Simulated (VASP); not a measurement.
## Mo: relaxation of cell and atoms with PBEsol+rVV10

Crystal: Mo.

```
Mo
1.0
    -1.58381    1.58381    1.58381
     1.58381   -1.58381    1.58381
     1.58381    1.58381   -1.58381
Mo
1
Direct
  0.00000 0.00000 0.00000
```

| Quantity | Value |
| --- | --- |
| Program | VASP 6.6.1 |
| Task | relaxation of cell and atoms |
| Functional | PBEsol |
| Dispersion | rVV10 |
| Potentials or basis | VASP PAW PBE potentials, release 64 (Mo_sv) |
| Cutoff | 600 eV |
| k mesh | 9 × 9 × 9 |
| Occupations | methfessel-paxton, width 0.2 eV |
| Spin | spin-orbit coupling, no magnetisation |
| Further INCAR settings | ALGO = Normal; EDIFF = 1e-07; IBRION = 2; EDIFFG = -0.01; NSW = 40; ISIF = 3 |

| Quantity | Value |
| --- | --- |
| Relaxed volume | 15.30 Å³/atom |
| Relaxed cell | a = 2.709 Å, b = 2.709 Å, c = 2.709 Å, α = 109.47°, β = 109.47°, γ = 109.47° |
| Space group after relaxing (to 0.05 Å) | Im-3m (No. 229) |
| Energy gained by relaxing | 19.7 meV/atom |
| Ionic steps | 4 |
| Pressure after relaxing | -0.1 GPa |
| Valence electrons inside the program's atomic spheres | Mo 12.55 |

Step by step:
```csv
step,energy change (eV),largest force (eV/Å),pressure (GPa),volume (Å³)
1,0.0000,0.0000,-10.17,15.89
2,0.1663,0.0000,40.84,13.68
3,-0.0197,0.0000,-0.50,15.32
4,-0.0197,0.0000,-0.07,15.30
```

Final structure:
```
CELL_PARAMETERS angstrom
-1.56378 1.56378 1.56378
1.56378 -1.56378 1.56378
1.56378 1.56378 -1.56378
ATOMIC_POSITIONS crystal
Mo 0.00000 0.00000 0.00000
```

It took 2.8 min on 1 thread of Intel(R) Xeon(R) Platinum 8488C (Sapphire Rapids), on a shared host, peak memory 0.29 GiB.

Caveat: the PAW data sets were made with another functional, which shifts forces and pressure a little.
